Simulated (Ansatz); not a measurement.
A sound run on CoSi (Pm-3m), no spin polarisation (Ansatz, DFT, PBE, PAW with Ansatz's default frozen-core files, scalar-relativistic):

```yaml
crystal:
  lattice:
    - [2.781334, 0.0, 0.0]
    - [0.0, 2.781334, 0.0]
    - [0.0, 0.0, 2.781334]
  atoms:
    - { symbol: Co, position: [0.0, 0.0, 0.0] }
    - { symbol: Si, position: [0.5, 0.5, 0.5] }
kpoints:
  mp_grid: { grid: [14, 14, 14] }
scf:
  occupations: { method: fermi_dirac, width: 0.03 }
  lower_state_search: "off"
hamiltonian:
  xc: pbe
  pseudopotentials: { kind: paw }
output:
  forces: true
  stress: true
  eigenvalues: true
```

It converged in 6 iterations. The run has no spin polarisation. Pressure -0.37 GPa.

The input is then changed, output keys apart:

```diff
-  mp_grid: { grid: [14, 14, 14] }
+  mp_grid: { grid: [11, 11, 11] }
-  lower_state_search: "off"
+  lower_state_search: standard
```

Question: What does the program do with it?

Answer: The run converged. Free energy -5762.7419 eV against -5762.7417 eV, cell moment 0.00 μB, pressure -0.92 GPa. The change did no harm here: the energy is that of the sound run to 1 meV per atom.
```
Engine: ansatz 0.2.0
Pseudopotentials: kind: paw
Pseudopotential: Co, paw, valence charge 17, recommended cutoff 420 eV (normal), Co.paw.azcp
Pseudopotential: Si, paw, valence charge 4, recommended cutoff 420 eV (normal), Si.paw.azcp
Functional definition: PBE
  parameter kappa = 0.804
  parameter beta = 0.06672455060314922
  exchange = pbe_x(kappa = kappa, mu = beta*pi^2/3)
  correlation = pbe_c(beta = beta)
Crystal: 2 atoms, lattice volume = 21.516 Å³
Basis set: ecut = 420 eV, 437 PW (Γ), exchange–correlation on 40×40×40 points (8 copies of the dense FFT grid, shifted against one another)
Bands: 15, of which v1, the nominal top of the filled ones, is band 11 counted from 1 (10 counted from 0)
Symmetry: 48 space group operations
Space group: Pm-3m (ITA 221), of the structure as read, at distance tolerance 2.8e-5 Å
k-points: 56 of 1331
Non-local potential: Co, projectors of the file, l = 0: 3, l = 1: 2, l = 2: 3, l = 3: 1
Non-local potential: Si, projectors of the file, l = 0: 2, l = 1: 2, l = 2: 2
PAW form: soft (Blöchl's): semilocal exchange-correlation on the pseudo side does not see the compensation charge
PAW one-centre angular grid: Co, 590 points (default); XC on 64 Gauss nodes
PAW one-centre angular grid: Si, 110 points (default); XC on 64 Gauss nodes
Initial density: superposition of atomic densities (neutral atoms: chi_scale 0, normalization atom), corrected by the library's trained network
Initial wavefunctions: pseudopotential atomic-orbital guess
Functional: x = pbe(κ = 0.804, μ = 0.2195149727645171), c = pbe(β = 0.06672455060314922)
SCF iter   1: F=—  HF=-5762.742350 eV  |F-HF|=—  |Δ(HF+E_count)|=         —  Δρ=7.19e-3  dr2=2.61e-3  ethr=1.77e-3  ⟨swp⟩=4.7  Hψ=4121  notcnv=0
[...]
  E_hartree    = 1516.902475
  E_xc         = -217.150302
  E_vxc        = -256.075832  (∫ρ·V_xc dr)
  E_paw        = -2030.867696  (= ΣΔE_a)
  E_vpaw       = -496.789773  (= ΣTr[D̂ρ^β])
  E_aug_tail   = 0.000100  (compensation charges beyond the density's cutoff)
  E_ewald      = -2522.454418
  E_smearing   = -0.006402  (= −TS)
  E_closure    = 0.000000  (closes the sum)
  Σ components = -5762.741920   (vs F -5762.741920, Δ=0.00e0)
--- Forces (eV/Å), atoms counted from 1 ---
  atom   1  Co    -0.00000000     0.00000000     0.00000000
  atom   2  Si     0.00000000    -0.00000000    -0.00000000
  max |Σ_I F_I| component: 1.68e-30 eV/Å
--- Stress (GPa, compression-positive) ---
       -0.917723      -0.000000      -0.000000
       -0.000000      -0.917723      -0.000000
        0.000000      -0.000000      -0.917723
  P = ⅓ Tr σ = -0.9177 GPa (-9.177 kbar)
--- Band table (eV; the first three rows and the last of 56) ---
  k-point 0: bands = ["-77.6789", "-40.9798", "-40.9798", "-40.9798", "3.1715", "13.6575", "13.6575", "16.1473", "16.1473", "16.1473", "20.4147", "20.4147", "20.4147", "25.0116", "25.0116"]
  k-point 1: bands = ["-77.6785", "-40.9845", "-40.9794", "-40.9794", "3.3309", "13.5531", "13.7141", "16.0003", "16.0003", "16.1595", "19.4849", "20.6971", "20.6971", "24.9516", "25.8821"]
  k-point 2: bands = ["-77.6775", "-40.9970", "-40.9784", "-40.9784", "3.8042", "13.0801", "13.8707", "15.6621", "15.6621", "16.1921", "18.0895", "21.4459", "21.4459", "24.7796", "27.0668"]
  k-point 55: bands = ["-77.6658", "-41.0252", "-41.0252", "-41.0252", "11.2307", "11.6249", "11.6249", "16.1100", "16.7573", "16.7573", "17.8767", "18.8088", "18.8088", "21.3308", "21.3308"]
```
